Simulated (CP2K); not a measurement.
## Al under changes of volume

One of the cells (16.603 Å³/atom); the others are scaled copies at fixed shape and fractional positions:

```
Al
1.0
     2.86351    0.00000    0.00000
     1.43175    2.47987    0.00000
     1.43175    0.82662    2.33804
Al
1
Direct
  0.00000 0.00000 0.00000
```

```yaml
Program: CP2K 2026.2
Functional: r2SCAN
Potentials_or_basis: POTENTIAL_UZH Al GTH-SCAN-q3; TZVP-MOLOPT-SCAN-GTH basis
Density_cutoff: 9184 eV
k_mesh: 11 × 11 × 11
Occupations: fermi-dirac, width 0.01 eV
Spin: no spin polarisation
```

```csv
volume (Å³/atom),energy over the lowest point (meV/atom),pressure (GPa)
15.607,0.89,1.4
15.939,0.00,-0.5
16.271,2.95,-2.2
16.603,9.17,-3.7
16.935,18.14,-5.0
17.267,29.66,-6.2
17.599,?,?
```

Problem. What does the run at 17.599 Å³/atom give?

Solution. Energy over the lowest point 43.67 meV/atom; pressure -7.3 GPa.

Worked out: A Birch-Murnaghan fit of order 3 (a polynomial in V^(-2/3)) to the other rows has its minimum at 15.84 Å³/atom with B0 = V·E''(V) = 91 GPa and B' = 5.8. It gives 43.23 meV/atom at 17.599 Å³/atom, against the run's 43.67, and -dE/dV = -7.0 GPa, against -7.3.

Energies are extrapolated to zero smearing.

Caveats: the basis of atomic orbitals isn't converged, which shifts pressures, moduli and gaps.
